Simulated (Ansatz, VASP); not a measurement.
# WS2: VASP beside Ansatz

The input INCAR:

```
SYSTEM = WS2
  PREC = Accurate
  ENCUT = 520
  EDIFF = 1E-7
  ISMEAR = -1
  SIGMA = 0.05
  LREAL = .FALSE.
  LASPH = .TRUE.
  NELM = 60
  ALGO = Normal
  ISIF = 2
  LWAVE = .FALSE.
  LCHARG = .FALSE.
  GGA = PS
  NBANDS = 20
```

KPOINTS

```
regular mesh
0
G
  10 10 10
  0 0 0
```

Contents of POSCAR:

```
WS2
1.0
    1.5790000000      0.9116360751      6.1633333333
   -1.5790000000      0.9116360751      6.1633333333
    0.0000000000     -1.8232721501      6.1633333333
W S
1 2
Direct
    0.0000000000      0.0000000000      0.0000000000
    0.5810000000      0.5810000000      0.5810000000
    0.7503000000      0.7503000000      0.7503000000
```

The input input.yaml:

```yaml
crystal:
  lattice:
    - [1.579, 0.9116360751, 6.1633333333]
    - [-1.579, 0.9116360751, 6.1633333333]
    - [0.0, -1.8232721501, 6.1633333333]
  atoms:
    - { symbol: W, position: [0.0, 0.0, 0.0] }
    - { symbol: S, position: [0.581, 0.581, 0.581] }
    - { symbol: S, position: [0.7503, 0.7503, 0.7503] }
hamiltonian:
  xc: pbesol
  pseudopotentials: { kind: paw }
kpoints:
  mp_grid: { grid: [10, 10, 10] }
scf:
  occupations: { method: fermi_dirac, width: 0.05 }
output:
  forces: true
  stress: true
  eigenvalues: true
```

Measurements of this composition are mostly on another form, of space group No. 194.

Alike in both runs: task single point; functional PBEsol; k mesh 10 × 10 × 10; occupations fermi-dirac, width 0.05 eV; no spin polarisation.

|  | VASP | Ansatz |
| --- | --- | --- |
| version | VASP 6.6.1 | Ansatz 0.2.0 |
| potentials or method | VASP PAW PBE potentials, release 64 (W_sv, S) | Ansatz PAW |
| plane-wave cutoff (eV) | 520 | 420 |
| valence electrons in the cell | 26 | 26 |

|  | VASP | Ansatz | Ansatz less VASP |
| --- | --- | --- | --- |
| gap on the k mesh at the Fermi level (eV) | 1.03 | 1.01 | -0.018 |
| least direct gap on the mesh (eV) | 2.24 | 2.23 | -0.004 |
| pressure (GPa) | -0.5 | -0.6 | -0.12 |
| largest component of the traceless stress (GPa) | 0.72 | 0.69 | -0.027 |
| rms of the force components (eV/Å) | 0.247 | 0.247 | +0.0003 |

Atom by atom the forces differ by 0.010 eV/Å (rms over components).

Caveats: spin-orbit coupling is left out, which moves the levels of the heavy elements; the PAW data sets were made with another functional, which shifts forces and pressure a little (VASP); the PAW data sets come from PBE, with cores solved anew for the run's functional, which leaves a small shift of forces and pressure (Ansatz). Expect the measured gap to be larger: semilocal functionals such as PBEsol lack the derivative discontinuity. A k mesh can miss the band edges.
